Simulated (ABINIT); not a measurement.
# P (Cmce) in ABINIT: single point with PBEsol

Aim: the single point of P with PBEsol.

Program: ABINIT 10.8.3 (patched build). These are calculated values, not measurements. Logs are shortened: lines on timing, memory, paths and dates and some standing lists are left out, and cuts for length are marked. The log counts tension as positive stress, the text compression.

### Step 1. The crystal as given

The structure is orthorhombic, space group Cmce (No. 64). Conventional cell: a = 3.295 Å, b = 10.930 Å, c = 4.544 Å, α = 90.00°, β = 90.00°, γ = 90.00°. P (site symmetry m) is surrounded by 3 P at 2.20 to 2.25 Å.

### Step 2. Single point, PBEsol

Input file run.abi:

```
# Pseudopotentials
pp_dirpath "./"
pseudos "P.GGA_PBE-ansatz.xml"

# Structure
acell 5.7080377311 5.7080377311 4.54363559 Angstrom
rprim
     0.2886706784    -0.9574284513     0.0000000000
     0.2886706784     0.9574284513     0.0000000000
     0.0000000000     0.0000000000     1.0000000000
ntypat 1
znucl 15
natom 4
typat 1 1 1 1
xcart
     3.1137832283    -8.3475153740     5.0557006372
     3.1137832283     8.3475153740     3.5305262380
     3.1137832283    -1.9799091872     0.7625871996
     3.1137832283     1.9799091872     7.8236396756
chkprim 0
chksymtnons 0
tolsym 1.0e-6

# Plane-wave basis
ecut 12.0
pawecutdg 24.0
pawxcdev 0
pawovlp -1

# k points
kptopt 1
ngkpt 6 6 4
nshiftk 1
shiftk 0.0 0.0 0.0

# Exchange and correlation
ixc -116133

# Bands and occupations
nband 14
occopt 3
tsmear 0.05 eV

# SCF cycle
nstep 100
tolvrs 1.0e-9

# Output
iomode 3
prtwf 0
prtden 0
prteig 0
prtebands 0
enunit 1
```

Potentials or basis: Ansatz PAW PBE default generated set, frozen core.

Launch:

```sh
$ abinit run.abi > log 2>&1
```

run.abo:

```text
[... set-up lines left out ...]
 ETOT  1  -26.594069628560    -2.659E+01 4.221E-02 2.900E+00
 ETOT  2  -26.622098456103    -2.803E-02 2.758E-03 4.098E-01
 ETOT  3  -26.621000728545     1.098E-03 5.765E-04 3.171E-03
 ETOT  4  -26.621034398778    -3.367E-05 1.840E-04 5.865E-04
 ETOT  5  -26.621039328092    -4.929E-06 6.069E-05 7.079E-06
 ETOT  6  -26.621039356789    -2.870E-08 6.286E-05 1.224E-06
 ETOT  7  -26.621039367829    -1.104E-08 4.784E-05 6.528E-08
 ETOT  8  -26.621039368585    -7.563E-10 4.739E-05 9.244E-09
 ETOT  9  -26.621039368627    -4.134E-11 3.352E-05 6.652E-10

 At SCF step    9       nres2   =  6.65E-10 < tolvrs=  1.00E-09 =>converged.

 Cartesian components of stress tensor (hartree/bohr^3)
  sigma(1 1)=  5.71053181E-05  sigma(3 2)=  0.00000000E+00
  sigma(2 2)=  4.96699850E-05  sigma(3 1)=  0.00000000E+00
  sigma(3 3)=  5.06911576E-05  sigma(2 1)=  0.00000000E+00

--- !ResultsGS
iteration_state: {dtset: 1, }
comment   : Summary of ground state results
lattice_vectors:
- [  3.1137832, -10.3274246,   0.0000000, ]
- [  3.1137832,  10.3274246,   0.0000000, ]
- [  0.0000000,   0.0000000,   8.5862269, ]
lattice_lengths: [  10.78663,   10.78663,    8.58623, ]
lattice_angles: [ 90.000,  90.000, 146.443, ] # degrees, (23, 13, 12)
lattice_volume:   5.5222080E+02
convergence: {deltae: -4.134E-11, res2:  6.652E-10, residm:  3.352E-05, diffor: null, }
etotal    :  -2.66210394E+01
entropy   :   0.00000000E+00
fermie    :   1.88678722E-01
cartesian_stress_tensor: # hartree/bohr^3
- [  5.71053181E-05,   0.00000000E+00,   0.00000000E+00, ]
- [  0.00000000E+00,   4.96699850E-05,   0.00000000E+00, ]
- [  0.00000000E+00,   0.00000000E+00,   5.06911576E-05, ]
pressure_GPa:  -1.5443E+00
xred      :
- [  9.0414E-01,   9.5857E-02,   5.8882E-01,  P]
- [  9.5857E-02,   9.0414E-01,   4.1118E-01,  P]
- [  5.9586E-01,   4.0414E-01,   8.8815E-02,  P]
- [  4.0414E-01,   5.9586E-01,   9.1118E-01,  P]
cartesian_forces: # hartree/bohr
- [  8.48448283E-19,   2.22500108E-03,  -5.67634682E-03, ]
- [ -5.69892689E-19,  -2.22500108E-03,   5.67634682E-03, ]
- [ -5.69892689E-19,  -2.22500108E-03,  -5.67634682E-03, ]
- [  2.91337095E-19,   2.22500108E-03,   5.67634682E-03, ]
force_length_stats: {min:   6.09684697E-03, max:   6.09684697E-03, mean:   6.09684697E-03, }
...

 Integrated electronic density in atomic spheres:
 ------------------------------------------------
 Atom  Sphere_radius  Integrated_density
    1        2.62861          4.74111921
    2        2.62861          4.74111920
    3        2.62861          4.74111921
    4        2.62861          4.74111920

================================================================================

 ----iterations are completed or convergence reached----

 Mean square residual over all n,k,spin=   11.657E-08; max=  33.516E-06
 reduced coordinates (array xred) for    4 atoms
       0.904143129545      0.095856869740      0.588815169772
       0.095856869740      0.904143129545      0.411184829549
       0.595856869740      0.404143129545      0.088815169772
       0.404143129545      0.595856869740      0.911184829549
 rms dE/dt=  3.3820E-02; max dE/dt=  4.8738E-02; dE/dt below (all hartree)
    1       0.022978530853     -0.022978530853      0.048738401632
    2      -0.022978530853      0.022978530853     -0.048738401632
    3      -0.022978530853      0.022978530853      0.048738401632
    4       0.022978530853     -0.022978530853     -0.048738401632

 cartesian coordinates (angstrom) at end:
    1      1.64774312299049    -4.41731490231129     2.67536156130995
    2      1.64774312299048     4.41731490231129     1.86827402560631
    3      1.64774312299049    -1.04772282253775     0.40354376630995
    4      1.64774312299048     1.04772282253775     4.14009182060631

 cartesian forces (hartree/bohr) at end:
    1      0.00000000000000     0.00222500108354    -0.00567634681766
    2     -0.00000000000000    -0.00222500108354     0.00567634681766
    3     -0.00000000000000    -0.00222500108354    -0.00567634681766
    4      0.00000000000000     0.00222500108354     0.00567634681766
 frms,max,avg= 3.5200162E-03 5.6763468E-03   0.000E+00  0.000E+00  0.000E+00 h/b

 cartesian forces (eV/Angstrom) at end:
    1      0.00000000000000     0.11441415593052    -0.29188948927471
    2     -0.00000000000000    -0.11441415593052     0.29188948927471
    3     -0.00000000000000    -0.11441415593052    -0.29188948927471
    4      0.00000000000000     0.11441415593052     0.29188948927471
 frms,max,avg= 1.8100651E-01 2.9188949E-01   0.000E+00  0.000E+00  0.000E+00 e/A
 length scales= 10.786628028127 10.786628028127  8.586226881027 bohr
              =  5.708037731100  5.708037731100  4.543635590000 angstroms
 Fermi (or HOMO) energy (eV) =   5.13421   Average Vxc (eV)=  -9.60694
 Eigenvalues (   eV  ) for nkpt=  39  k points:
 kpt#   1, nband= 14, wtk=  0.00694, kpt=  0.0000  0.0000  0.0000 (reduced coord)
 -10.73933   -7.97531   -4.68328   -1.71383    0.16876    0.21162    1.02026    2.28150
   2.52591    3.89236    5.61254    6.01956    6.92457    7.90279
 prteigrs : prtvol=0 or 1, do not print more k-points.

--- !EnergyTerms
iteration_state     : {dtset: 1, }
comment             : Components of total free energy in Hartree
kinetic             :  1.02595563019688E+01
hartree             :  3.61050602927470E+00
xc                  : -8.92829545941341E+00
Ewald energy        : -2.47391988769692E+01
psp_core            :  1.24144283903515E+00
local_psp           : -1.37483349087594E+01
PAW spherical_terms :  5.68334335889291E+00
internal            : -2.66209807159704E+01
'-kT*entropy'       : -5.42305796275319E-05
total_energy        : -2.66210349465500E+01
total_energy_eV     : -7.24395264198331E+02
...

--- !EnergyTermsDC
iteration_state     : {dtset: 1, }
comment             : '"Double-counting" decomposition of free energy'
band_energy         : -1.27983979959236E+00
Ewald energy        : -2.47391988769692E+01
psp_core            :  1.24144283903515E+00
xc_dc               : -3.66867932252535E+00
PAW spherical_terms :  1.82529002200477E+00
internal            : -2.66209851380470E+01
'-kT*entropy'       : -5.42305796275319E-05
total_energy_dc     : -2.66210393686266E+01
total_energy_dc_eV  : -7.24395384529164E+02
...

--- !EnergyTermsWithPAWCore
iteration_state     : {dtset: 1, }
comment             : 'Components of total free energy, including PAW core contributions'
Total energy        : -1.36265053456037E+03
Total energy DC     : -1.36265053898244E+03
Total energy (eV)   : -3.70796100142147E+04
Total energy DC (eV): -3.70796101345455E+04
...

 Cartesian components of stress tensor (hartree/bohr^3)
  sigma(1 1)=  5.71053181E-05  sigma(3 2)=  0.00000000E+00
  sigma(2 2)=  4.96699850E-05  sigma(3 1)=  0.00000000E+00
  sigma(3 3)=  5.06911576E-05  sigma(2 1)=  0.00000000E+00

-Cartesian components of stress tensor (GPa)         [Pressure= -1.5443E+00 GPa]
- sigma(1 1)=  1.68009646E+00  sigma(3 2)=  0.00000000E+00
- sigma(2 2)=  1.46134141E+00  sigma(3 1)=  0.00000000E+00
- sigma(3 3)=  1.49138535E+00  sigma(2 1)=  0.00000000E+00

== END DATASET(S) ==============================================================
================================================================================

 -outvars: echo values of variables after computation  --------
            acell      1.0786628028E+01  1.0786628028E+01  8.5862268810E+00 Bohr
           etotal     -2.6621039369E+01
            fcart      8.4844828332E-19  2.2250010835E-03 -5.6763468177E-03
                      -5.6989268913E-19 -2.2250010835E-03  5.6763468177E-03
                      -5.6989268913E-19 -2.2250010835E-03 -5.6763468177E-03
                       2.9133709493E-19  2.2250010835E-03  5.6763468177E-03
            rprim      2.8867067840E-01 -9.5742845130E-01  0.0000000000E+00
                       2.8867067840E-01  9.5742845130E-01  0.0000000000E+00
                       0.0000000000E+00  0.0000000000E+00  1.0000000000E+00
           strten      5.7105318103E-05  4.9669985022E-05  5.0691157639E-05
                       0.0000000000E+00  0.0000000000E+00  0.0000000000E+00
           xangst      1.6477431230E+00 -4.4173149023E+00  2.6753615613E+00
                       1.6477431230E+00  4.4173149023E+00  1.8682740256E+00
                       1.6477431230E+00 -1.0477228225E+00  4.0354376631E-01
                       1.6477431230E+00  1.0477228225E+00  4.1400918206E+00
             xred      9.0414312954E-01  9.5856869740E-02  5.8881516977E-01
                       9.5856869740E-02  9.0414312954E-01  4.1118482955E-01
                       5.9585686974E-01  4.0414312954E-01  8.8815169772E-02
                       4.0414312954E-01  5.9585686974E-01  9.1118482955E-01
 Calculation completed.
```

Wall time 75 s (1 thread of Intel Xeon 6975P-C (Granite Rapids), shared host); peak memory 0.25 GiB.

What came out:

| Quantity | Value |
| --- | --- |
| Free energy | -724.3954 eV |
| Largest force | 0.314 eV/Å |
| Band gap on the k mesh | none (metal or under the smearing width) |

Forces on the atoms (eV/Å):
```
P    0.000  0.114 -0.292
P    0.000 -0.114  0.292
P    0.000 -0.114 -0.292
P    0.000  0.114  0.292
```

Caveat: the cutoff is too short for stress, so the log's stress isn't used; the atomic spheres overlap; the PAW data sets were made with another functional, which shifts forces and pressure a little.
